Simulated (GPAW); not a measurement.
Crystal: GaN.

```
CELL_PARAMETERS angstrom
0.00000 2.25350 2.25350
2.25350 0.00000 2.25350
2.25350 2.25350 0.00000
ATOMIC_POSITIONS crystal
Ga 0.00000 0.00000 0.00000
N 0.25000 0.25000 0.25000
```

The cell is a database's computed one.

Base run:

```yaml
Program: GPAW 26.7.0
Functional: LDA
Potentials_or_basis: the program's PAW data sets (release 1.2.1) made for this functional
Cutoff: 600 eV
Basis: pw
k_mesh: 8 × 8 × 8
Occupations: fermi-dirac, width 0.001 eV
Spin: no spin polarisation
```

Its results: band gap on the k mesh 1.84 eV, direct; electronic dielectric tensor (diagonal) 5.66.

Problem. The run is repeated on the same cell with these changes: functional from LDA to GLLB-SC. What comes out?

Solution. Band gap on the k mesh, kohn-sham part alone 2.12 eV, direct; electronic dielectric tensor (diagonal) 4.95.

Caveats: the long-wavelength limit can be off by a per cent or two; a model potential gives levels but no total energy (some runs); response on these states lacks terms of the Hamiltonian (some runs).

A k mesh can miss the band edges.
